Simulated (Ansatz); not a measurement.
## I under changes of volume

One of the cells (42.631 Å³/atom); the others are scaled copies at fixed shape and fractional positions:

```xyz
4
Lattice="3.6350 -2.3950 0.0000 3.6350 2.3950 0.0000 0.0000 0.0000 9.7934" Properties=species:S:1:pos:R:3 pbc="T T T"
I     3.6350   -0.7152    3.7646
I     3.6350    1.6799    1.1321
I     3.6350    0.7152    6.0288
I     3.6350   -1.6799    8.6613
```

- Program: Ansatz 0.2.0
- Functional: LDA
- Potentials or basis: all-electron LAPW, scalar-relativistic
- Cutoff: 253 eV (chosen from the basis error)
- Basis error allowed: 0.002 eV/atom
- k mesh: 7 × 7 × 3
- Occupations: fermi-dirac, width 0.05 eV
- Spin: no spin polarisation

```csv
volume (Å³/atom),energy over the lowest point (meV/atom),pressure (GPa),gap on the mesh (eV),largest force (eV/Å)
40.073,?,?,?,?
40.926,0.00,0.2,1.33,1.097
41.778,0.56,-0.4,1.29,0.903
42.631,3.97,-0.9,1.24,0.724
43.483,9.89,-1.3,1.20,0.560
44.336,18.01,-1.7,1.16,0.411
45.189,28.10,-2.1,1.12,0.279
```

Task: What does the run at 40.073 Å³/atom give?

Result: Energy over the lowest point 2.67 meV/atom; pressure 0.8 GPa; gap on the mesh 1.36 eV; largest force 1.307 eV/Å.

Worked out: A Birch-Murnaghan fit of order 3 (a polynomial in V^(-2/3)) to the other rows has its minimum at 41.19 Å³/atom with B0 = V·E''(V) = 28 GPa and B' = 5.1 at fixed shape and positions, which overstates the stiffness. It gives 2.66 meV/atom at 40.073 Å³/atom, against the run's 2.67, and -dE/dV = 0.8 GPa, against 0.8. A straight line through the other rows of the gap, of slope -2.13 eV per unit of ln V, extrapolates to 1.38 eV, against the run's 1.36.

Energies are extrapolated to zero smearing.

Caveats: spin-orbit coupling is left out, which moves the levels of the heavy elements; an odd mesh through Γ misses points on the zone boundary, where band edges often lie; forces of over 1 eV/Å show positions far from the minimum, so gaps and moduli don't describe the material at rest (some runs).
